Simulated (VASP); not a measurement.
Runs of VASP 6.6.1 on BeTe. Symmetry: F-43m, No. 216, cubic system. The conventional cell has a = 5.540 Å, b = 5.540 Å, c = 5.540 Å, α = 90.00°, β = 90.00°, γ = 90.00°. Te (site symmetry -43m) has 4 Be at 2.40 Å as nearest neighbours. Be (site symmetry -43m) is surrounded by 4 Te at 2.40 Å. 

```csv
task,potentials or basis,cell,cutoff (eV),smearing,gap on the mesh (eV),pressure (GPa),relaxed volume (Å³/atom)
relaxation of cell and atoms,"VASP PAW PBE potentials, release 64 (Te, Be)",relaxed,580,fermi-dirac 0.05 eV,2.02,0.0,22.76
relaxation of cell and atoms,"VASP PAW PBE potentials, release 64 (Te_GW, Be_GW)",relaxed,630,fermi-dirac 0.05 eV,2.02,0.0,(a)
band structure,"VASP PAW PBE potentials, release 64 (Te, Be_sv)",as given,520,fermi-dirac 0.05 eV,1.85,4.4,-
band structure,"VASP PAW PBE potentials, release 64 (Te, Be)",as given,500,fermi-dirac 0.05 eV,1.85,-,-
single point,"VASP PAW PBE potentials, release 64 (Te, Be)",as given,520,gaussian 0.029 eV,1.85,4.5,-
band structure,"VASP PAW PBE potentials, release 64 (Te_GW, Be_sv_GW)",as given,600,fermi-dirac 0.05 eV,1.85,-,-
relaxation of cell and atoms,"VASP PAW PBE potentials, release 64 (Te, Be_sv)",relaxed,600,fermi-dirac 0.05 eV,2.02,0.0,22.75
band structure,"VASP PAW PBE potentials, release 64 (Te_GW, Be_GW)",as given,550,fermi-dirac 0.05 eV,1.85,4.4,-
relaxation of cell and atoms,"VASP PAW PBE potentials, release 64 (Te_GW, Be_sv_GW)",relaxed,680,fermi-dirac 0.05 eV,(b),0.0,22.54
```

Alike in all rows: level PBE; no spin polarisation; k mesh 8 × 8 × 8.

Task: Fill in the values left out.

Result: (a) 22.74; (b) 2.00.

Caveats: spin-orbit coupling is left out, which moves the levels of the heavy elements; the cutoff is under 1.25 times the usual one of these potentials, so pressure, stress and relaxed cells hold a basis-set (Pulay) error (some runs).

A k mesh can miss the band edges, and the runs leave out spin-orbit coupling on Te.

The runs don't all hold the same shells in valence.
